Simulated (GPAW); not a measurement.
Runs of GPAW 26.7.0 on Sb. It takes space group P6_3/mmc (No. 194, hexagonal). Conventional cell: a = 3.355 Å, b = 3.355 Å, c = 5.470 Å, α = 90.00°, β = 90.00°, γ = 120.00°. Sb (site symmetry -6m2) is surrounded by 12 Sb at 3.35 Å. This isn't the form of Sb at room conditions, which is rhombohedral.

| task | level | potentials or basis | cell | cutoff (eV) | maxiter | optimizer | fmax | max steps | convergence | gap on the mesh (eV) | pressure (GPa) | relaxed volume (Å³/atom) |
| --- | --- | --- | --- | --- | --- | --- | --- | --- | --- | --- | --- | --- |
| relaxation of cell and atoms | PBEsol+D3(BJ)+ATM | PAW data sets generated in the run's folder for this functional, pw | relaxed | 600 | 150 | BFGS | 0.02 eV/Å | 60 | density=1e-05 forces=0.0001 | none | 0.0 | 24.89 |
| single point | LDA | the program's PAW data sets (release 1.2.1) made for this functional, pw | as given | 450 | 120 | - | - | - | default | none | -4.7 | - |
| relaxation of cell and atoms | PBEsol+D3(BJ) | PAW data sets generated in the run's folder for this functional, pw | relaxed | 600 | 150 | BFGS | 0.02 eV/Å | 60 | density=1e-05 forces=0.0001 | none | 0.0 | (a) |
| relaxation of cell and atoms | PBEsol+D4 | PAW data sets generated in the run's folder for this functional, pw | relaxed | 600 | 150 | BFGS | 0.02 eV/Å | 60 | density=1e-05 forces=0.0001 | none | 0.0 | 25.26 |
| relaxation of cell and atoms | PBEsol | PAW data sets generated in the run's folder for this functional, pw | relaxed | 600 | 150 | BFGS | 0.02 eV/Å | 60 | density=1e-05 forces=0.0001 | none | 0.0 | 26.02 |
| relaxation of cell and atoms | PBEsol+D3 | PAW data sets generated in the run's folder for this functional, pw | relaxed | 600 | 150 | BFGS | 0.02 eV/Å | 60 | density=1e-05 forces=0.0001 | none | 0.0 | (b) |

Alike in all rows: no spin polarisation; k mesh 7 × 7 × 4; smearing fermi-dirac 0.05 eV.

Estimate the missing entries.

(a) 24.75; (b) 25.44.

Caveats: later steps reuse the first step's grids (some runs); pairwise dispersion overbinds metals, which lowers pressure and volume (some runs); the cutoff is short for stress and forces, so pressures can be off by a GPa or more (some runs).

A k mesh can miss the band edges, and the runs leave out spin-orbit coupling on Sb.

A gap of «none» marks a metal or a gap under the smearing width.
